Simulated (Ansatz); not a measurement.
Rows from a G0W0 calculation on Zn on the Cd site in CdS (32-atom cell) (Ansatz 0.2.0; G0W0 on LDA, plane waves, PAW; PAW set soft_1; 2×2×2 mesh, 1185 empty bands, screening to 112 eV, PAW set soft_1 files), in eV. Spin-orbit coupling is left out.

```tsv
row	k	band	start	Σx	Σc at the solution	Vxc
A	Γ	c2	8.664	-8.383	-3.994	-13.063
B	Γ	c1	7.131	-8.922	-3.540	-13.047
C	Γ	v1	6.227	-20.832	2.412	-18.126
D	Γ	v3	6.177	-20.376	2.189	-17.920
E	Γ	c3	8.816	-8.541	-3.988	-13.197
F	Γ	c4	8.855	-8.771	-3.960	-13.386
```

Question: Work out each quasiparticle level and how far it moved.

The quasiparticle equation reads E = start + Σx + Σc(E) − Vxc.

```tsv
row	E (eV)	shift (eV)
A	9.350	+0.686
B	7.716	+0.585
C	5.933	−0.294
D	5.910	−0.267
E	9.484	+0.668
F	9.510	+0.655
```

Limits: not at the basis limit; no spin-orbit coupling; coarse k mesh.

[Paths, hosts, dates, memory and timing lines, banners, echoed tables and standing remarks are left out of the program output.]

[Logs are printed without paths, hosts, clocks, repeated set-up lines and the standing remarks that a program may print on its own settings, such as how far it seeks lower states.]

[Runs of the session that timed out or met a known fault of the program may be left out.]

[Cells called generated may have been cut or substituted from an entry of the Crystallography Open Database or the Materials Project.]

[Hosts, paths, dates, database ids (printed as entryN), source tags and the programs' standing remarks are cut or masked in the printed files.]
